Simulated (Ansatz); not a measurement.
Below is a relaxed structure of Al2O3. The cell was found from a structure generator's guess, not taken from experiment.

Method: DFT PBE, scalar-relativistic, plane waves, PAW (Ansatz 0.2.0). Cutoff 420 eV, Γ-centred mesh, Gaussian smearing, no spin polarisation.

```xyz
10
Lattice="-4.7554 4.7554 4.7554 4.7554 -4.7554 4.7554 4.7554 4.7554 -4.7554" Properties=species:S:1:pos:R:3 pbc="T T T"
Al    3.5224    3.5224    3.5224
Al    1.2330    5.9884   -1.2330
Al    5.9884   -1.2330    1.2330
Al   -1.2330    1.2330    5.9884
O     4.7554    2.3777    3.4183
O     2.3777    3.4183    4.7554
O     3.4183    4.7554    2.3777
O     6.0925    0.0000    2.3777
O     2.3777    6.0925    0.0000
O     0.0000    2.3777    6.0925
```

The zero of energy is the elements' standard structures at the same level (O₂ as a molecule); no fitted shifts are applied.

Problem. Find its symmetry and describe it.

Solution. I2_13 (No. 199). Conventional cell: a = 9.511 Å. Al has 3 O at 1.69 Å; O is surrounded by 2 Al at 1.69 Å.

Problem. What is its formation energy per atom?

Solution. −2.417 eV/atom. A negative formation energy is needed for stability but isn't enough: competing phases decide.

Problem. Is it a metal?

Solution. No, the gap on the 4×4×4 mesh is 4.02 eV.

Problem. From what recipe could a structure generator have reached it?

Solution. One such recipe: 3-connected net, bridging atoms on its edges, bridges bent (I2_13, No. 199). Other recipes can lead to the same cell.

The last run used a 4×4×4 mesh for its 10-atom cell and Gaussian smearing of 0.02 eV. Kohn–Sham gaps at this level usually fall short of measured ones. A structure relaxed within its symmetry needn't be a true minimum.
